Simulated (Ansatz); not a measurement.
# SiO2 (I4_122) in Ansatz: further runs, part 2 of 2

Ansatz 0.2.0.

### Step 3. Relaxation of cell and atoms, RPBE+D3(BJ)

input.yaml

```yaml
crystal:
  lattice:
    - [-2.837898, 2.837898, 5.66021]
    - [2.837898, -2.837898, 5.66021]
    - [2.837898, 2.837898, -5.66021]
  atoms:
    - { symbol: Si, position: [0.875, 0.263618, 0.888618] }
    - { symbol: Si, position: [0.013618, 0.625, 0.888618] }
    - { symbol: Si, position: [0.736382, 0.125, 0.111382] }
    - { symbol: Si, position: [0.375, 0.986382, 0.111382] }
    - { symbol: O, position: [0.633727, 0.133727, 0.5] }
    - { symbol: O, position: [0.467877, 0.967877, 0.935754] }
    - { symbol: O, position: [0.032123, 0.532123, 0.064246] }
    - { symbol: O, position: [0.116273, 0.116273, 0.0] }
    - { symbol: O, position: [0.883727, 0.883727, 0.0] }
    - { symbol: O, position: [0.866273, 0.366273, 0.5] }
    - { symbol: O, position: [0.282123, 0.717877, 0.0] }
    - { symbol: O, position: [0.717877, 0.282123, 0.0] }
hamiltonian:
  xc: rpbe
  pseudopotentials: { kind: paw }
  dispersion: d3bj
kpoints:
  mp_grid: { grid: [7, 7, 7] }
scf:
  occupations: { method: fermi_dirac, width: 0.05 }
output:
  forces: true
  stress: true
  eigenvalues: true
relax:
  f_tol: 0.01
  max_steps: 40
  cell: { stress_tol: 0.05 }
```

Potentials or basis: Ansatz PAW.

Run with:

```bash
> ansatz run input.yaml --threads 4 --pin off --max-ram 11264MiB --backend cpu --events-out ev --progress --plain --runs-dir out
```

Run time: 56 s. Hardware: 4 threads of Arm Neoverse V2, shared host; peak memory 0.65 GiB.

It converged, with:

```yaml
Free_energy: -7126.0036 eV
Relaxed_volume: 14.62 Å³/atom
Relaxed_cell: a = 6.856 Å, b = 6.856 Å, c = 6.856 Å, α = 131.82°, β = 131.82°, γ = 70.52°
Space_group_after_relaxing_to_0.05_Å: I4_122 (No. 98)
Energy_gained_by_relaxing: 5.0 meV/atom
Ionic_steps: 7
Pressure_after_relaxing: 0.0 GPa
Largest_force_after_relaxing: 0.005 eV/Å
Band_gap_on_the_k_mesh: 5.01 eV, direct
```

Forces in eV/Å, atoms in the order of the input:
```
Si   0.005  0.000  0.000
Si   0.000  0.005  0.000
Si   0.000 -0.005  0.000
Si  -0.005  0.000  0.000
O    0.000  0.000  0.002
O    0.001  0.001  0.000
O   -0.001 -0.001  0.000
O    0.000  0.000 -0.002
O    0.000  0.000  0.002
O    0.000  0.000 -0.002
O    0.001 -0.001  0.000
O   -0.001  0.001  0.000
```

Step by step:
```tsv
step	energy change (eV)	largest force (eV/Å)	volume (Å³)
1	0.0000	0.1474	182.34
2	-0.0370	0.1677	180.04
3	-0.0739	0.0431	175.90
4	-0.0742	0.0047	175.88
5	-0.0594	0.0047	175.88
6	-0.0610	0.0047	175.41
7	-0.0597	0.0047	175.41
```

Final structure:
```yaml
crystal:
  lattice:
    - [-2.79875, 2.79875, 5.59858]
    - [2.79875, -2.79875, 5.59858]
    - [2.79875, 2.79875, -5.59858]
  atoms:
    - { symbol: Si, position: [0.87500, 0.26795, 0.89295] }
    - { symbol: Si, position: [0.01795, 0.62500, 0.89295] }
    - { symbol: Si, position: [0.73205, 0.12500, 0.10705] }
    - { symbol: Si, position: [0.37500, 0.98205, 0.10705] }
    - { symbol: O, position: [0.63624, 0.13624, 0.50000] }
    - { symbol: O, position: [0.45930, 0.95930, 0.91861] }
    - { symbol: O, position: [0.04070, 0.54070, 0.08139] }
    - { symbol: O, position: [0.11376, 0.11376, 0.00000] }
    - { symbol: O, position: [0.88624, 0.88624, 0.00000] }
    - { symbol: O, position: [0.86376, 0.36376, 0.50000] }
    - { symbol: O, position: [0.29070, 0.70930, 0.00000] }
    - { symbol: O, position: [0.70930, 0.29070, 0.00000] }
```

Levels at points of the mesh, in eV from the valence-band top:
```csv
k point,band 28,band 29,band 30,band 31,band 32,band 33,band 34,band 35,band 36,band 37
"(0.00, 0.00, 0.00)",-1.71,-0.75,-0.75,-0.27,0.00,5.01,7.50,7.56,9.03,9.03
```

Caveat: odd divisions of the mesh miss points on the zone boundary, where band edges often lie, so the gap on the mesh can be too wide; the plane-wave basis is chosen anew once the cell has moved, so the energies of steps on either side of that aren't comparable; the pressure holds a Pulay correction of +0.5 GPa for the finite cutoff; the PAW data sets come from PBE, with cores solved anew for the run's functional, which leaves a small shift of forces and pressure. Expect the measured gap to be larger: semilocal functionals such as RPBE lack the derivative discontinuity.

### Step 4. Relaxation of cell and atoms, r2SCAN+rVV10

Edit input.yaml of step 3 so:

```diff
@@ -19,5 +19,5 @@
 hamiltonian:
-  xc: rpbe
+  xc: r2scan
   pseudopotentials: { kind: paw }
-  dispersion: d3bj
+  dispersion: rvv10
 kpoints:
```

Run with:

```bash
> ansatz run input.yaml --threads 4 --pin off --max-ram 11264MiB --backend cpu --events-out ev --progress --plain --runs-dir out
```

Wall time 2 min (4 threads of Arm Neoverse V2, shared host); peak memory 1.5 GiB.

The run converged. Its results:

| Property | Result |
| --- | --- |
| Free energy | -7114.0682 eV |
| Relaxed volume | 14.59 Å³/atom |
| Relaxed cell | a = 6.862 Å, b = 6.862 Å, c = 6.862 Å, α = 131.95°, β = 131.95°, γ = 70.30° |
| Space group after relaxing (to 0.05 Å) | I4_122 (No. 98) |
| Energy gained by relaxing | 7.5 meV/atom |
| Ionic steps | 6 |
| Pressure after relaxing | 0.0 GPa |
| Largest force after relaxing | 0.007 eV/Å |
| Band gap on the k mesh | 5.44 eV, direct |

Forces in eV/Å, atoms in the order of the input:
```
Si   0.007  0.000  0.000
Si   0.000  0.007  0.000
Si   0.000 -0.007  0.000
Si  -0.007  0.000  0.000
O    0.000  0.000  0.000
O    0.003  0.003  0.000
O   -0.003 -0.003  0.000
O    0.000  0.000  0.000
O    0.000  0.000  0.000
O    0.000  0.000  0.000
O    0.003 -0.003  0.000
O   -0.003  0.003  0.000
```

The path:
```
step  energy change (eV)  largest force (eV/Å)  volume (Å³)
   1              0.0000                0.4250       182.34
   2             -0.0654                0.2302       179.13
   3             -0.0923                0.0363       175.26
   4             -0.0927                0.0305       175.02
   5             -0.0929                0.0067       175.12
   6             -0.0899                0.0068       175.12
```

Final structure:
```
Si O
1.0
    -2.79344    2.79344    5.61046
     2.79344   -2.79344    5.61046
     2.79344    2.79344   -5.61046
Si O
4 8
Direct
  0.87500 0.26650 0.89150
  0.01650 0.62500 0.89150
  0.73350 0.12500 0.10850
  0.37500 0.98350 0.10850
  0.63502 0.13502 0.50000
  0.46489 0.96489 0.92979
  0.03511 0.53511 0.07021
  0.11498 0.11498 0.00000
  0.88502 0.88502 0.00000
  0.86498 0.36498 0.50000
  0.28511 0.71489 0.00000
  0.71489 0.28511 0.00000
```

Levels at points of the mesh, in eV from the valence-band top:
```csv
k point,band 30,band 31,band 32,band 33,band 34,band 35
"(0.00, 0.00, 0.00)",-0.73,-0.26,0.00,5.44,8.31,8.46
```

Caveat: odd divisions of the mesh miss points on the zone boundary, where band edges often lie, so the gap on the mesh can be too wide; the plane-wave basis is chosen anew once the cell has moved, so the energies of steps on either side of that aren't comparable; the PAW data sets come from PBE, with cores solved anew for the run's functional, which leaves a small shift of forces and pressure.

### Step 5. Single point, PBE

Edit input.yaml of step 4 so:

```diff
@@ -19,5 +19,4 @@
 hamiltonian:
-  xc: r2scan
+  xc: pbe
   pseudopotentials: { kind: paw }
-  dispersion: rvv10
 kpoints:
@@ -26,2 +25,4 @@
   occupations: { method: fermi_dirac, width: 0.05 }
+basis:
+  ecutwfc: "500 eV"
 output:
@@ -30,5 +31,5 @@
   eigenvalues: true
-relax:
-  f_tol: 0.01
-  max_steps: 40
-  cell: { stress_tol: 0.05 }
+  write_density: true
+  write_potential: true
+  elf: true
+  volumetric_format: npy
```

Run with:

```bash
> ansatz run input.yaml --threads 4 --pin off --max-ram 11264MiB --backend cpu --events-out ev --progress --plain --runs-dir out
```

Run time: 13 s. Hardware: 4 threads of Arm Neoverse V2, shared host; peak memory 0.74 GiB.

Results (log left out):

| Item | Value |
| --- | --- |
| Free energy | -7094.6735 eV |
| Pressure | 0.0 GPa |
| Largest force | 0.010 eV/Å |
| Band gap on the k mesh | 4.84 eV, direct |

Forces on the atoms (eV/Å):
```
Si   0.008  0.000  0.000
Si   0.000  0.008  0.000
Si   0.000 -0.008  0.000
Si  -0.008  0.000  0.000
O    0.000  0.000  0.001
O    0.007  0.007  0.000
O   -0.007 -0.007  0.000
O    0.000  0.000 -0.001
O    0.000  0.000  0.001
O    0.000  0.000 -0.001
O    0.007 -0.007  0.000
O   -0.007  0.007  0.000
```

Stress tensor (GPa, compression positive):
```
 0.06  0.00  0.00
 0.00  0.06  0.00
 0.00  0.00 -0.25
```

Levels at points of the mesh, in eV from the valence-band top:
```
           k point  band 29  band 30  band 31  band 32  band 33  band 34  band 35  band 36
(0.00, 0.00, 0.00)    -0.67    -0.67    -0.24     0.00     4.84     7.26     7.30     8.88
```

Caveat: odd divisions of the mesh miss points on the zone boundary, where band edges often lie, so the gap on the mesh can be too wide. Expect the measured gap to be larger: semilocal functionals such as PBE lack the derivative discontinuity.

### Step 6. Single point, PBE

Edit input.yaml of step 5 so:

```diff
@@ -22,7 +22,5 @@
 kpoints:
-  mp_grid: { grid: [7, 7, 7] }
+  mp_grid: { grid: [9, 9, 9] }
 scf:
   occupations: { method: fermi_dirac, width: 0.05 }
-basis:
-  ecutwfc: "500 eV"
 output:
@@ -31,5 +29 @@
   eigenvalues: true
-  write_density: true
-  write_potential: true
-  elf: true
-  volumetric_format: npy
```

Potentials or basis: Ansatz PAW.

Run with:

```bash
> ansatz run input.yaml --threads 4 --pin off --max-ram 11264MiB --backend cpu --events-out ev --progress --plain --runs-dir out
```

It took 12 s on 4 threads of Arm Neoverse V2, shared host; peak memory 0.75 GiB.

Results (log left out):

| Property | Result |
| --- | --- |
| Free energy | -7094.6327 eV |
| Pressure | -0.1 GPa |
| Largest force | 0.011 eV/Å |
| Band gap on the k mesh | 4.84 eV, direct |

Forces in eV/Å, atoms in the order of the input:
```
Si   0.008  0.000  0.000
Si   0.000  0.008  0.000
Si   0.000 -0.008  0.000
Si  -0.008  0.000  0.000
O    0.000  0.000  0.000
O    0.008  0.008  0.000
O   -0.008 -0.008  0.000
O    0.000  0.000  0.000
O    0.000  0.000  0.000
O    0.000  0.000  0.000
O    0.008 -0.008  0.000
O   -0.008  0.008  0.000
```

Stress tensor (GPa, compression positive):
```
 0.05  0.00  0.00
 0.00  0.05  0.00
 0.00  0.00 -0.27
```

Levels at points of the mesh, in eV from the valence-band top:
| k point | band 30 | band 31 | band 32 | band 33 | band 34 | band 35 |
| --- | --- | --- | --- | --- | --- | --- |
| (0.00, 0.00, 0.00) | -0.67 | -0.24 | 0.00 | 4.84 | 7.26 | 7.30 |

Caveat: odd divisions of the mesh miss points on the zone boundary, where band edges often lie, so the gap on the mesh can be too wide; the pressure holds a Pulay correction of +0.5 GPa for the finite cutoff.

### Step 7. Overview

| task | level | cell | k mesh | cutoff (eV) | gap on the mesh (eV) | pressure (GPa) | relaxed volume (Å³/atom) | largest force (eV/Å) |
| --- | --- | --- | --- | --- | --- | --- | --- | --- |
| relaxation of cell and atoms | PBE | relaxed | 7 × 7 × 7 | 420 | 4.84 | 0.0 | 15.20 | - |
| relaxation of cell and atoms | RPBE+D3(BJ) | relaxed | 7 × 7 × 7 | 420 | 5.01 | 0.0 | 14.62 | - |
| relaxation of cell and atoms | r2SCAN+rVV10 | relaxed | 7 × 7 × 7 | 500 | 5.44 | 0.0 | 14.59 | 0.01 |
| single point | PBE | as given | 7 × 7 × 7 | 500 | 4.84 | 0.0 | - | 0.01 |
| single point | PBE | as given | 9 × 9 × 9 | 420 | 4.84 | -0.1 | - | 0.01 |

Alike in all rows: potentials or basis Ansatz PAW; no spin polarisation; smearing fermi-dirac 0.05 eV.

Caveats: odd divisions of the mesh miss points on the zone boundary, where band edges often lie, so the gap on the mesh can be too wide; the plane-wave basis is chosen anew once the cell has moved, so the energies of steps on either side of that aren't comparable (some runs); the PAW data sets come from PBE, with cores solved anew for the run's functional, which leaves a small shift of forces and pressure (some runs).

Total energies depend on the potentials used, so only differences within one code and one set of settings carry meaning.
